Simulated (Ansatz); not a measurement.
Results of PBEsol-D3(BJ) in Ansatz (PAW) for rock-salt LiI.

Run with plane-wave cutoff 520 eV, 10×10×10 k mesh, Fermi–Dirac smearing 0.01 eV, scalar-relativistic PAW data made under PBE.

Response to compression and expansion:

| V (Å³/atom) | P (GPa) | direct gap at Γ (eV) | smallest gap on the k mesh (eV) |
|---|---|---|---|
| 22.535 | 1.89 | 5.004 | 4.312 |
| 23.014 | 1.19 | 4.888 | 4.313 |
| 23.493 | 0.56 | 4.780 | 4.314 |
| 23.973 | 0.00 | 4.677 | 4.314 |
| 24.452 | -0.50 | 4.581 | 4.313 |
| 24.932 | -0.96 | 4.489 | 4.313 |
| 25.411 | -1.36 | 4.403 | 4.311 |

The fundamental gap (4.31 eV at the equilibrium volume, with added k points) lies elsewhere than Γ–Γ.

Spin–orbit coupling is not included; with these elements it can move the gap by several tenths of an eV or more.

Ansatz is a first-principles code.
